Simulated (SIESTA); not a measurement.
**CaSe in SIESTA: the effect of functional**

Crystal: CaSe.

```xyz
2
Lattice="0.0000 2.9560 2.9560 2.9560 0.0000 2.9560 2.9560 2.9560 0.0000" Properties=species:S:1:pos:R:3 pbc="T T T"
Se    2.9560    2.9560    2.9560
Ca    0.0000    0.0000    0.0000
```

Alike in all runs:

- Program: SIESTA 5.4.2
- Task: band structure
- Basis: DZP (energy shift 0.003 Ry; two zetas on semicore shells; d shell added on Ca)
- Grid cutoff: 800 Ry
- Energy shift: 0.003 Ry
- k mesh: 8 × 8 × 8
- Occupations: fermi-dirac, width 0.05 eV
- Spin: no spin polarisation

```tsv
functional	potentials or basis	gap on the mesh (eV)	pressure (GPa)
AM05	PseudoDojo 0.4 standard (PBEsol files)	2.05	-0.7
BLYP	PseudoDojo 0.4 standard (PBE files)	2.26	2.9
vdW-DF-cx	PseudoDojo 0.4 standard (PBE files)	?	?
```

Question: What does the run with functional vdW-DF-cx give?

Answer: gap on the mesh 2.12 eV; pressure -0.7 GPa.

Caveats: the potentials were made for another functional, which shifts forces and pressure; the basis of atomic orbitals isn't converged, which shifts pressures, moduli and gaps.

